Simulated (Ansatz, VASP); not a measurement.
**One calculation of Fe, two programs**

```
Fe
1.0
     2.31119    0.00000    0.00000
     0.00000    2.31119    0.00000
     0.00000    0.00000   23.80000
Fe
1
Direct
  0.00000 0.00000 0.29412
```

The cell was built by a generator and needn't be a form met in nature.

Alike in both runs: functional PBE; k mesh 11 × 11 × 1; occupations fermi-dirac, width 0.05 eV; collinear spin.

```csv
,VASP,Ansatz
version,VASP 6.6.1,Ansatz 0.2.0
potentials or method,"VASP PAW PBE potentials, release 64 (Fe), cutoff 520 eV","all-electron LAPW, scalar-relativistic"
task,single point,projected density of states
```

Ansatz gave:

```
gap on the k mesh at the Fermi level (eV)                     : none
net moment per atom (μB)                                      : 2.74
size of the moment on the site where the two differ most (μB) : 2.68
```

What did VASP give for the same quantities?

gap on the k mesh at the Fermi level (eV): none; net moment per atom (μB): 2.73; size of the moment on the site where the two differ most (μB): 2.67.

Site moments also hang on the region over which each program counts them. A gap of «none» marks a metal or a gap that the smearing closes. Ansatz ran all-electron here, so the differences hold the error of VASP's frozen core and of both bases.

Caveats: the density of states is complete only up to the lowest level of the last band computed (Ansatz).
